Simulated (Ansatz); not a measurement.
Input and command of a plane-wave DFT calculation in Ansatz:

```yaml
crystal:
  lattice:
    - [-5.1158283606, -5.1158283606, 5.1158283606]
    - [5.1158283606, 5.1158283606, 5.1158283606]
    - [-5.1158283606, 5.1158283606, -5.1158283606]
  atoms:
    - { symbol: Si, position: [0.25, 0.5, 0.25] }
    - { symbol: Zr, position: [0.5, 0.5, 0.0] }
    - { symbol: Zr, position: [0.25, 0.75, 0.0] }
    - { symbol: Zr, position: [0.75, 0.5, 0.75] }
    - { symbol: Zr, position: [0.5, 0.75, 0.75] }
    - { symbol: Zr, position: [0.25, 0.0, 0.75] }
    - { symbol: Zr, position: [0.0, 0.5, 0.5] }
    - { symbol: Zr, position: [0.75, 0.75, 0.5] }
    - { symbol: Zr, position: [0.5, 0.0, 0.5] }
    - { symbol: Zr, position: [0.25, 0.25, 0.5] }
    - { symbol: Zr, position: [0.0, 0.75, 0.25] }
    - { symbol: Zr, position: [0.75, 0.0, 0.25] }
    - { symbol: Zr, position: [0.5, 0.25, 0.25] }
    - { symbol: Zr, position: [0.0, 0.0, 0.0] }
    - { symbol: Zr, position: [0.75, 0.25, 0.0] }
    - { symbol: Zr, position: [0.0, 0.25, 0.75] }
    - { symbol: O, position: [0.0, 0.25, 0.0] }
    - { symbol: O, position: [0.25, 0.25, 0.75] }
    - { symbol: O, position: [0.0, 0.5, 0.75] }
    - { symbol: O, position: [0.5, 0.25, 0.5] }
    - { symbol: O, position: [0.25, 0.5, 0.5] }
    - { symbol: O, position: [0.0, 0.75, 0.5] }
    - { symbol: O, position: [0.75, 0.25, 0.25] }
    - { symbol: O, position: [0.5, 0.5, 0.25] }
    - { symbol: O, position: [0.25, 0.75, 0.25] }
    - { symbol: O, position: [0.0, 0.0, 0.25] }
    - { symbol: O, position: [0.75, 0.5, 0.0] }
    - { symbol: O, position: [0.5, 0.75, 0.0] }
    - { symbol: O, position: [0.25, 0.0, 0.0] }
    - { symbol: O, position: [0.75, 0.75, 0.75] }
    - { symbol: O, position: [0.5, 0.0, 0.75] }
    - { symbol: O, position: [0.75, 0.0, 0.5] }
    - { symbol: O, position: [0.0, 0.75, 0.0] }
    - { symbol: O, position: [0.25, 0.75, 0.75] }
    - { symbol: O, position: [0.0, 0.0, 0.75] }
    - { symbol: O, position: [0.5, 0.75, 0.5] }
    - { symbol: O, position: [0.25, 0.0, 0.5] }
    - { symbol: O, position: [0.0, 0.25, 0.5] }
    - { symbol: O, position: [0.75, 0.75, 0.25] }
    - { symbol: O, position: [0.5, 0.0, 0.25] }
    - { symbol: O, position: [0.25, 0.25, 0.25] }
    - { symbol: O, position: [0.0, 0.5, 0.25] }
    - { symbol: O, position: [0.75, 0.0, 0.0] }
    - { symbol: O, position: [0.5, 0.25, 0.0] }
    - { symbol: O, position: [0.25, 0.5, 0.0] }
    - { symbol: O, position: [0.75, 0.25, 0.75] }
    - { symbol: O, position: [0.5, 0.5, 0.75] }
    - { symbol: O, position: [0.75, 0.5, 0.5] }
  host:
    lattice:
      - [0.0, 2.5579141803, 2.5579141803]
      - [2.5579141803, 0.0, 2.5579141803]
      - [2.5579141803, 2.5579141803, 0.0]
    atoms:
      - { symbol: Zr, position: [0.0, 0.0, 0.0] }
      - { symbol: O, position: [0.25, 0.25, 0.25] }
      - { symbol: O, position: [0.75, 0.75, 0.75] }
basis:
  ecutwfc: 420
  xc_grid: 2
kpoints:
  mp_grid: { grid: [2, 2, 2], shift: [0.5, 0.5, 0.5] }
hamiltonian:
  xc: pbe
scf:
  occupations: { method: gaussian, width: 0.01 }
output:
  forces: true
  stress: false
  eigenvalues: true
  charged_corrections:
    defect_position: [0.25, 0.5, 0.25]
    epsilon: [[48.3206, 0.0, 0.0], [0.0, 48.3206, 0.0], [0.0, 0.0, 48.3206]]
relax:
  adjacent_minimum: "off"
  f_tol: 0.025
  max_steps: 45
```

```bash
ansatz run input.yaml --threads 4 --pin off --max-ram 6144MiB --backend cpu --events-out ev --progress --plain --runs-dir out
```

Processor: Arm Neoverse V2, 4 threads, on a host shared with other jobs.

Task: Estimate time, memory and problem size.

Result: About 26 s on 4 threads of Arm Neoverse V2, on a shared host, peak memory 1.5 GiB. It solves 236 bands at 2 k points (the mesh reduced by the symmetry that the task leaves, which can be less than the crystal's) with about 10473 plane waves, in 26 SCF iterations over 5 ionic steps.
